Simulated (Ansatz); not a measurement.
## KCl (Fm-3m), an elastic constant from a strain scan

Theory: Ansatz 0.2.0, DFT PBE, scalar-relativistic, plane waves, PAW. The runs took a 420 eV cutoff, a Γ-centred 6×6×6 mesh and Gaussian smearing (0.05 eV). No spin polarisation. Energies are free energies at this smearing, counted from the undisturbed cell; pressure is positive in compression.

The starting cell (as given, not relaxed at this level; it stands at 0.6 GPa):

```yaml
crystal:
  lattice:
    - [0.00000, 3.15610, 3.15610]
    - [3.15610, 0.00000, 3.15610]
    - [3.15610, 3.15610, 0.00000]
  atoms:
    - { symbol: K, position: [0.00000, 0.00000, 0.00000] }
    - { symbol: Cl, position: [0.50000, 0.50000, 0.50000] }
```

The cell is strained by ε times the Voigt pattern (1, -1, 0, 0, 0, 0) (xx, yy, zz, yz, xz, xy; engineering shear) with fractional coordinates fixed. The cell holds 2 atoms in V0 = 62.88 Å³. The stress column is τ = (1/V0) dE/dε, got from the stress tensor σ (compression positive) at each point as −det(1 + εP) σ : P(1 + εP)⁻¹, with P the pattern as a tensor.

| ε | ΔE (meV/atom) | τ (GPa) |
| --- | --- | --- |
| -0.0525 | 20.533 | -4.158 |
| -0.0450 | 14.914 | -3.485 |
| -0.0375 | 10.256 | -2.850 |
| -0.0300 | 6.512 | -2.244 |
| -0.0225 | 3.640 | -1.662 |
| -0.0150 | 1.611 | -1.098 |
| -0.0075 | 0.402 | -0.546 |
| 0.0000 | 0.000 | 0.000 |
| 0.0075 | 0.402 | 0.546 |
| 0.0150 | 1.611 | 1.098 |
| 0.0225 | 3.640 | 1.662 |
| 0.0300 | 6.512 | 2.244 |
| 0.0375 | 10.256 | 2.850 |
| 0.0450 | 14.914 | 3.485 |
| 0.0525 | 20.533 | 4.158 |
| 0.0600 | ? | ? |

**Question.** Which combination of elastic constants does this scan measure, and how large is it?

**Answer.** For small ε, τ = τ0 + Kε with K = pᵀCp, which for this pattern is 2(C11 − C12) in the cubic axes. The parabola through τ at ε = -0.0075, 0 and 0.0075 has slope K = 73 GPa at zero. The energies per cell, E = NΔE, of the same two points give K = 2[E(ε₊)/ε₊ − E(ε₋)/ε₋]/[(ε₊ − ε₋)V0] = 73 GPa, in agreement.

**Question.** Predict the withheld row at ε = 0.0600 from the harmonic law, and compare.

**Answer.** ΔE = V0(τ0 ε + Kε²/2)/N = 25.720 meV/atom and τ = 4.37 GPa. The calculation gives 27.173 meV/atom and 4.87 GPa: the energy lies 6 % above the harmonic value.